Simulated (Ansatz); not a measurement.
# Al3Cu2: further runs on the relaxed cell

One table from this session's results is given with a row withheld; the runs are named, their logs left out.

Computed with Ansatz 0.2.0 (DFT r2SCAN, scalar-relativistic, plane waves, PAW, unless a step's input says otherwise).

1 further run of the same task is left out (set aside as unsound or not needed).

**The structure to begin with**

Symmetry: P-3m1, No. 164, trigonal system. The conventional cell has a = 4.102 Å, b = 4.102 Å, c = 4.990 Å, α = 90.00°, β = 90.00°, γ = 120.00°. Al (site symmetry -3m) is surrounded by 6 Cu at 2.50 Å. Around Al (site symmetry 3m) lie 5 Cu at 2.45 to 2.55 Å and 3 Al at 2.80 Å. Cu (site symmetry 3m) has 8 Al at 2.45 to 2.55 Å as nearest neighbours.

As a file:

```
Al Cu
1.0
     4.10181    0.00000    0.00000
    -2.05091    3.55227    0.00000
     0.00000    0.00000    4.98986
Al Cu
3 2
Direct
  0.00000 0.00000 0.00000
  0.33333 0.66667 0.35017
  0.66667 0.33333 0.64983
  0.33333 0.66667 0.84017
  0.66667 0.33333 0.15983
```

It goes back to an entry of the Materials Project, which need not be the stable form.

It is the result of an earlier relaxation at this level (volume 14.54 Å³/atom; gap on the mesh: none (metal)).

Set-up of the first run:

The input, input.yaml:

```yaml
crystal:
  lattice:
    - [4.0603765079, 0.0, 0.0]
    - [-2.030188254, 3.5163892048, 0.0]
    - [0.0, 0.0, 4.9394553068]
  atoms:
    - { symbol: Al, position: [0.0, 0.0, 0.0] }
    - { symbol: Al, position: [0.3333333333, 0.6666666667, 0.3501725384] }
    - { symbol: Al, position: [0.6666666667, 0.3333333333, 0.6498274616] }
    - { symbol: Cu, position: [0.3333333333, 0.6666666667, 0.8401683188] }
    - { symbol: Cu, position: [0.6666666667, 0.3333333333, 0.1598316812] }
basis:
  ecutwfc: 500
kpoints:
  mp_grid: { grid: [12, 12, 8] }
hamiltonian:
  xc: r2scan
scf:
  occupations: { method: gaussian, width: 0.1 }
output:
  forces: true
  stress: true
  eigenvalues: true
relax:
  adjacent_minimum: "off"
  f_tol: 0.01
  max_steps: 30
  cell: { stress_tol: 0.1, fix: [volume] }
```

Run with:

```sh
$ ansatz run input.yaml --threads 1 --pin off --max-ram 2560MiB --backend cpu --events-out ev --progress --plain --runs-dir out
```

Among the steps run: The cell scaled to 0.97 of its volume; The cell scaled to 1.03 of its volume; Point at V/V0 = 0.94; The cell scaled to 1.06 of its volume; The cell scaled to 0.91 of its volume; Point at V/V0 = 1.10; Point at V/V0 = 0.88.

One table of the session follows, with a row left open; its other results are not shown here.

It belongs to the step «Fit of the equation of state». 

```
volume (Å³/atom)  energy above the lowest point (meV/atom)  pressure (GPa)
          12.796                                      96.6           19.92
          13.233                                      51.1           13.66
          13.669                                      21.4            8.35
          14.105                                         ?               ?
          14.541                                       0.0           -0.01
          14.977                                       4.6           -3.26
          15.414                                      17.3           -5.97
          15.995                                      44.7           -8.90
```

**Question.** Estimate the row for volume (Å³/atom) = 14.105.

Worked estimate for «energy above the lowest point (meV/atom)». A straight line through the neighbours (13.669, 21.4) and (14.541, 0.0) gives 21.4 + (0.0 − 21.4) × (14.105 − 13.669) / (14.541 − 13.669) = 10.7; a parabola fitted to 4 rows on both sides gives 5.0.

The run gave: energy above the lowest point (meV/atom): 5.0; pressure (GPa): 3.83. In «energy above the lowest point (meV/atom)» the line misses by +5.7 and the parabola by 0.0.
